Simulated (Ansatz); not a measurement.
In2O3:

```
In O
1.0
     2.74350    1.58396    4.83667
    -2.74350    1.58396    4.83667
     0.00000   -3.16792    4.83667
In O
4 6
Direct
  0.85731 0.85731 0.85731
  0.64269 0.64269 0.64269
  0.14269 0.14269 0.14269
  0.35731 0.35731 0.35731
  0.04800 0.75000 0.45200
  0.75000 0.45200 0.04800
  0.45200 0.04800 0.75000
  0.95200 0.25000 0.54800
  0.25000 0.54800 0.95200
  0.54800 0.95200 0.25000
```

Base run:

```yaml
Program: Ansatz 0.2.0
Functional: PBE
Potentials_or_basis: Ansatz PAW
Cutoff: 300 eV
Density_cutoff: 1200 eV
k_mesh: 6 × 6 × 6
Occupations: fermi-dirac, width 0.05 eV
Spin: no spin polarisation
```

Its results: band gap on the k mesh 1.26 eV, indirect (least direct gap 1.31 eV); pressure 7.7 GPa; largest force 0.119 eV/Å.

Q: The run is repeated on the same cell with these changes: functional from PBE to PBEsol; cutoff from 300 eV to 420 eV (not typed: the program's choice for these potentials); spin from no spin polarisation to spin-orbit coupling, no magnetisation; potential files from those of the base run to others of the same set. What comes out?

A: Band gap on the k mesh 1.20 eV, indirect (least direct gap 1.24 eV); pressure 2.0 GPa; largest force 0.156 eV/Å.

Several settings changed at once, so the effect can't be laid on one alone.

Caveats: the pressure holds a Pulay correction of +24.2 GPa for the finite cutoff (some runs); spin-orbit coupling is left out, which moves the levels of the heavy elements (some runs); the cutoff lies under the one recommended for these potentials (some runs); the PAW data sets come from PBE, with cores solved anew for the run's functional, which leaves a small shift of forces and pressure (some runs).
